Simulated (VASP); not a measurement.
# Settings for Mg: relaxation of the atoms

Mg, P1 (no. 1), 6 atoms in the cell. PBE, relaxation of the atoms; PAW potentials Mg (PBE set). VASP 6.6.1.

Wanted: energy within 1 meV/atom; two shortest distances of each atom within 0.01 Å.

POSCAR:
```
Mg
1.0
    3.5455289900      0.0000000000      0.0000000000
    0.0000000000      3.5455289900      0.0000000000
    0.0000000000      0.0000000000     10.6365869800
Mg
6
Direct
    0.0111110000      0.0088470000      0.0011610000
   -0.0211070000      0.0104830000      0.3352490000
   -0.0061350000      0.0041470000      0.6680500000
    0.5101050000      0.4933470000      0.1692360000
    0.4899670000      0.4896080000      0.4958680000
    0.5160590000      0.4935680000      0.8304370000
```

The series start from Force threshold EDIFFG (eV/Å): -0.02; Electronic threshold EDIFF (eV): 1e-6; Relaxation method: conjugate gradient, POTIM 0.5; Mixing and least electronic steps: default. Each series keeps the choices made before it, and each single choice may use up half of a tolerance.

## Force threshold EDIFFG (eV/Å)

| Force threshold EDIFFG (eV/Å) | Energy less reference (meV/atom) | Two shortest distances of each atom, largest deviation (Å) | SCF iterations | Time (s) |
|---|---|---|---|---|
| -0.1 | 0.8 | 0.033 | 22 | 5.7 |
| -0.05 | 0.2 | 0.014 | 33 | 8.3 |
| -0.03 | 0.0 | 0.004 | 46 | 12 |
| -0.02 | 0.0 | 0.004 | 46 | 11 |
| -0.01 | 0.0 | 0.001 | 49 | 13 |
| -0.005 | 0.0 | 0.001 | 49 | 12 |
| -0.002 (reference) | 0.0 | 0.000 | 53 | 14 |

Chosen: -0.03, the loosest value from which every tighter one stays within half of the tolerance.

## Electronic threshold EDIFF (eV)

| Electronic threshold EDIFF (eV) | Energy less reference (meV/atom) | Two shortest distances of each atom, largest deviation (Å) | SCF iterations | Time (s) |
|---|---|---|---|---|
| 0.001 | 0.0 | 0.001 | 27 | 8.9 |
| 0.0001 | 0.0 | 0.000 | 27 | 8.3 |
| 1e-5 | 0.0 | 0.000 | 35 | 10 |
| 1e-6 | 0.0 | 0.000 | 46 | 12 |
| 1e-7 (reference) | 0.0 | 0.000 | 56 | 14 |

Chosen: 0.001.

## Relaxation method

| Relaxation method | Energy less reference (meV/atom) | Two shortest distances of each atom, largest deviation (Å) | SCF iterations | Time (s) |
|---|---|---|---|---|
| conjugate gradient, POTIM 0.5 | 0.0 | 0.000 | 27 | 8.9 |
| conjugate gradient, POTIM 0.2 | 0.0 | 0.001 | 25 | 8.5 |
| conjugate gradient, POTIM 1.0 | 0.0 | 0.002 | 23 | 7.0 |
| quasi-Newton, POTIM 0.5 | 0.1 | 0.009 | 19 | 6.2 |
| quasi-Newton, POTIM 0.3, 10 steps kept | 0.0 | 0.002 | 19 | 6.4 |
| quasi-Newton, POTIM 0.5, at least 5 electronic steps | 0.1 | 0.011 | 34 | 8.3 |
| damped dynamics, POTIM 0.2, SMASS 0.4 | 0.0 | 0.005 | 31 | 9.7 |
| damped dynamics, POTIM 0.4, SMASS 0.8 | 0.1 | 0.010 | 25 | 8.2 |
| velocity quench, POTIM 0.1 | 0.1 | 0.007 | 21 | 6.4 |

Chosen: quasi-Newton, POTIM 0.3, 10 steps kept; it saves 2.5 s of 8.9, so conjugate gradient, POTIM 0.5 would do nearly as well.

## Mixing and least electronic steps

| Mixing and least electronic steps | Energy less reference (meV/atom) | Two shortest distances of each atom, largest deviation (Å) | SCF iterations | Time (s) |
|---|---|---|---|---|
| default | 0.0 | 0.000 | 19 | 6.4 |
| MAXMIX 40 | 0.0 | 0.005 | 17 | 5.3 |
| NELMIN 4 | 0.0 | 0.001 | 25 | 6.0 |
| NELMIN 4, MAXMIX 40 | 0.0 | 0.002 | 25 | 6.4 |
| ALGO Fast | 0.0 | 0.001 | 19 | 5.6 |

Chosen: default; no other choice that stays within half of the tolerance saves 30 % of the time.

## All choices together

| Input | Energy less reference (meV/atom) | Two shortest distances of each atom, largest deviation (Å) | Time (s) |
|---|---|---|---|
| program defaults (naive) | 0.1 | 0.011 | 6.2 |
| chosen settings | 0.0 | 0.005 | 6.4 |
| reference settings throughout | 0.0 | 0.000 | 16 |

The tolerance is met.

## The input

INCAR:
```
SYSTEM = Mg
PREC     = Normal         ! precision mode
ENCUT    = 250            ! plane-wave cutoff, eV
EDIFF    = 0.001          ! SCF threshold, eV
ISMEAR   = 1              ! smearing method
SIGMA    = 0.1            ! smearing width, eV
LREAL    = .False.        ! projectors in reciprocal space
LASPH    = .True.         ! aspherical terms in the spheres
NELM     = 100            ! most SCF steps
ALGO     = Normal         ! electronic algorithm
LWAVE    = .False.        ! write WAVECAR
LCHARG   = .False.        ! write CHGCAR
IBRION   = 1              ! ionic algorithm
NSW      = 150            ! ionic steps
ISIF     = 2              ! what is computed and relaxed
EDIFFG   = -0.03          ! ionic threshold
POTIM    = 0.3            ! step
KPAR     = 4            
NFREE    = 10            
```

KPOINTS:
```
k-points
0
Gamma
  6 6 2
```

Commands:
```
cat potpaw_PBE.64/Mg/POTCAR > POTCAR
mpirun -np 4 vasp_std > vasp.out
```

Limits: the start was distorted on purpose (atoms moved at random), so the space group given is the start's and not the crystal's.

The chosen input took VASP 6.6.1 6.4 s on 4 cores (Intel Xeon 6975P-C (Granite Rapids)), a shared host.

## An input that fails: ionic step far too long

VASP's message: internal error in: us.F  at line: 1398 internal ERROR SETYLM_AUG: -25 -26 134971729 0 -26 0 -27 If you are not a developer, you should not encounter this problem. Please submit a bug report.

Changes against the starting input:
```
- NELM = 100
- IBRION = 2
- NSW = 150
- POTIM = 0.5
+ NELM = 60
+ IBRION = 3
+ NSW = 30
+ POTIM = 5.0
+ SMASS = 0.4
```
